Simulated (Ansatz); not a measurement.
# Zn: the cost of one run

Method: DFT PBE, scalar-relativistic, plane waves, PAW, in Ansatz 0.2.0.

3 further runs of the same task are left out: 3 set aside as unsound or not needed.

**1. The starting structure**

The structure is orthorhombic, space group Fmmm (No. 69). Conventional cell: a = 3.024 Å, b = 5.238 Å, c = 8.244 Å, α = 90.00°, β = 90.00°, γ = 90.00°. Around Zn (site symmetry m2m) lie 3 Zn at 1.75 Å.

Structure file:

```
Zn
1.0
     0.00000    2.61878    4.12208
     1.51192    0.00000    4.12208
     1.51192    2.61878    0.00000
Zn
2
Direct
  0.16667 0.83333 0.16667
  0.83333 0.16667 0.83333
```

This is candidate A: C type (Fmmm, No. 69).

(A quick probe on a coarse mesh, which set the mesh and smearing, is not shown.)

**3. Coarse relaxation (candidate A)**

The input, input.yaml:

```yaml
crystal:
  lattice:
    - [0.0, 2.6187786658, 4.1220832031]
    - [1.5119229909, 0.0, 4.1220832031]
    - [1.5119229909, 2.6187786658, 0.0]
  atoms:
    - { symbol: Zn, position: [0.16667, 0.83333, 0.16667] }
    - { symbol: Zn, position: [0.83333, 0.16667, 0.83333] }
basis:
  ecutwfc: 420
kpoints:
  mp_grid: { grid: [6, 6, 6] }
hamiltonian:
  xc: pbe
scf:
  occupations: { method: gaussian, width: 0.1 }
  lower_state_search: "off"
output:
  forces: true
  stress: true
  eigenvalues: true
relax:
  adjacent_minimum: "off"
  f_tol: 0.04
  max_steps: 70
  cell: { stress_tol: 0.4 }
```

What time and memory should one allow on 1 thread of an x86-64 CPU, shared host?

About 39 s, with a peak of 0.35 GiB.
